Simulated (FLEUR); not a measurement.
## MgSi: equation of state with r2SCAN

MgSi:

```
Si Mg
1.0
     2.90839    0.00000    0.00000
     0.00000    2.90839    0.00000
     0.00000    0.00000    4.10343
Si Mg
1 1
Direct
  0.50000 0.50000 0.50000
  0.00000 0.00000 0.00000
```

The cell comes from a database or a generator and needn't be the stable form of this composition.

```
Program                  : FLEUR MaX-R8.1 (later development tree)
Task                     : equation of state
Functional               : r2SCAN
Potentials or basis      : all-electron
Basis                    : FLAPW
Kmax                     : 4.1 1/bohr
k mesh                   : 9 × 9 × 7
Occupations              : fermi-dirac, width 0.05 eV
Spin                     : no spin polarisation
Gmax                     : 12.7 1/bohr
Muffin-tin radii         : Si 2.47, Mg 2.47 bohr
lmax                     : Si 10, Mg 10
lnonsphr                 : Si 10, Mg 10
Local orbitals a species : Si 4, Mg 5
```

```
Equilibrium volume                        : 17.03 Å³/atom
Bulk modulus at fixed shape and positions : 67 GPa
```

Energy against volume, from the lowest point:
```tsv
volume (Å³/atom)	energy (meV/atom)
16.314	5.52
16.661	0.52
17.355	0.00
18.049	10.26
18.396	18.76
```

Caveat: the meta-GGA is that of a development version, with a GGA for the radial functions and cores and without core tails; the cell was scaled at fixed shape and fractional positions, which overstates the stiffness of a crystal with free parameters, most of all of layers and chains.
